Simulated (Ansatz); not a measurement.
P: computed properties

All numbers below come from DFT PBE, scalar-relativistic, plane waves, PAW in Ansatz 0.2.0.

Plane waves to 420 eV, a k mesh through Γ of 22×22×22 on the computed 1-atom cell and Gaussian smearing (0.10 eV); no spin polarisation.

The structure is relaxed at this level of theory with its symmetry kept, and needn't be the ground state of this composition.

```
P
1.0
     2.44449    0.00000    0.00000
     0.00000    2.44449    0.00000
     0.00000    0.00000    2.44449
P
1
Cartesian
  1.2222 1.2222 1.2222
```

| Property | Result |
| --- | --- |
| Space group | Pm-3m (No. 221) |
| Volume per atom | 14.61 Å³ |
| Energy over the standard state (uncorrected) | +0.089 eV/atom |
| Kohn–Sham band gap | none (metal) |
| Density of states at the Fermi level | 0.3 states/eV per cell |
| Orbital (Löwdin) character within 0.5 eV of the Fermi level | P 3p 79 %, P 3s 14 %, unprojected 7 % |
| Bader charge by site (e) | P (1 in the cell) 0.00 |

Another cell of P relaxed alike, in R-3m, lies 46 meV/atom lower, so this cell isn't the stable form at this level.

The cell was found from a structure generator's guess, not taken from experiment. Löwdin shares on free-atom orbitals overweight diffuse shells.
